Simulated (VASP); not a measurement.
**Results of a VASP single-point calculation on LiH (strained rocksalt)**

POSCAR

```
Li H
 1.0000000000000000
     0.0000000000000000    1.9028450990000001    2.0312150648000000
     1.9028450990000001    0.0000000000000000    2.0312150648000000
     1.9028450990000001    1.9028450990000001    0.0000000000000000
 Li  H
   1   1
Cartesian
  0.0000000000000000  0.0000000000000000  0.0000000000000000
  1.9028450990000001  1.9028450990000001  2.0312150648000005
```

- gap between bands v and c: 2.14 eV
- least direct gap: 2.67 eV

Band v is the last that the valence electrons fill when counted band by band, and c is the next. Levels in eV from the top of v:

```csv
point,v−1,v,c,c+1
Γ,-44.39,-5.95,16.99,18.51
X,-44.30,0.00,3.05,10.46
K,-44.32,-0.97,3.42,8.01
L,-44.33,-3.08,4.99,13.96
W,-44.31,-0.59,4.69,5.60
```

Question: Which of these levels of theory gave these results?
A. PBE0
B. HSE06
C. LDA
D. PBE
E. r²SCAN
F. PBE with spin–orbit coupling
G. PBEsol

Answer: D.

The INCAR was:

```
NELM = 120
ISIF = 2
LASPH = .TRUE.
IBRION = -1
NBANDS = 9
SIGMA = 0.02
GGA = PE
EDIFF = 1E-7
LWAVE = .FALSE.
ISMEAR = -1
PREC = Accurate
LCHARG = .FALSE.
ENCUT = 520
NSW = 0
LREAL = .FALSE.
```
